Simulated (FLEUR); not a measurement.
**P under changes of volume**

One of the cells (20.458 Å³/atom); the others are scaled copies at fixed shape and fractional positions:

```xyz
4
Lattice="1.6477 -5.4650 0.0000 1.6477 5.4650 0.0000 0.0000 0.0000 4.5436" Properties=species:S:1:pos:R:3 pbc="T T T"
P     1.6477   -4.4173    2.6754
P     1.6477    4.4173    1.8683
P     1.6477   -1.0477    0.4035
P     1.6477    1.0477    4.1401
```

```yaml
Program: FLEUR MaX-R8.1 (later development tree)
Functional: LDA (Wigner correlation)
Potentials_or_basis: all-electron
Basis: FLAPW
Kmax: 4.44 1/bohr
k_mesh: 8 × 8 × 6
Occupations: fermi-dirac, width 0.05 eV
Spin: no spin polarisation
```

| volume (Å³/atom) | energy over the lowest point (meV/atom) | gap on the mesh (eV) |
| --- | --- | --- |
| 19.230 | 25.78 | 0.11 |
| 19.639 | 12.50 | 0.11 |
| 20.458 | 0.00 | 0.07 |
| 21.276 | 3.22 | 0.01 |
| 21.685 | ? | ? |

Q: What does the run at 21.685 Å³/atom give?

A: Energy over the lowest point 9.73 meV/atom; gap on the mesh 0.02 eV.

Worked out: A Birch-Murnaghan fit of order 2 (a polynomial in V^(-2/3)) to the other rows has its minimum at 20.68 Å³/atom with B0 = V·E''(V) = 74 GPa at fixed shape and positions, which overstates the stiffness. It gives 9.85 meV/atom at 21.685 Å³/atom, against the run's 9.73.

Energies are extrapolated to zero smearing.

Caveats: the plane-wave cutoff is short for the semicore states, which can make moduli rough.

A mesh can miss the band edges.
